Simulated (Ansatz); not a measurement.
TiO:

```
Ti O
1.0
     0.00000    2.46929    2.46929
     2.46929    0.00000    2.46929
     2.46929    2.46929    0.00000
Ti O
1 1
Direct
  0.00000 0.00000 0.00000
  0.25000 0.25000 0.25000
```

The cell comes from a database or a generator and needn't be the stable form of this composition.

```yaml
Program: Ansatz 0.2.0
Task: relaxation of cell and atoms
Functional: B3LYP
Potentials_or_basis: Ansatz PAW
Cutoff: "420 eV (not typed: the program's choice for these potentials)"
k_mesh: 5 × 5 × 5
Occupations: fermi-dirac, width 0.05 eV
Spin: no spin polarisation
```

At the start: volume 15.06 Å³/atom.

Where does the relaxation end?

It ends after 7 steps and the volume is 12.37 Å³/atom (-17.8 %); space group F-43m (No. 216, to 0.05 Å).

Step by step:
| step | energy change (eV) | largest force (eV/Å) | volume (Å³) |
| --- | --- | --- | --- |
| 1 | 0.0000 | 0.0000 | 30.11 |
| 2 | -0.4336 | 0.0000 | 25.92 |
| 3 | -0.4593 | 0.0000 | 24.31 |
| 4 | -0.4635 | 0.0000 | 24.80 |
| 5 | -0.4576 | 0.0000 | 24.80 |
| 6 | -0.4579 | 0.0000 | 24.74 |
| 7 | -0.4579 | 0.0000 | 24.74 |

Final structure:
```xyz
2
Lattice="0.0000 2.3127 2.3127 2.3127 0.0000 2.3127 2.3127 2.3127 0.0000" Properties=species:S:1:pos:R:3 pbc="T T T"
Ti    0.0000    0.0000    0.0000
O     1.1564    1.1564    1.1564
```

Caveat: the k mesh is coarse (spacing up to 0.44 Å⁻¹), so the values aren't converged, least of all with exact exchange; the volume moved by over 15 % at a fixed basis, so the end points are rough; the plane-wave basis is chosen anew once the cell has moved, so the energies of steps on either side of that aren't comparable; the pressure holds a Pulay correction of +0.5 GPa for the finite cutoff; the PAW data sets come from PBE, with cores solved anew for the run's functional, which leaves a small shift of forces and pressure.
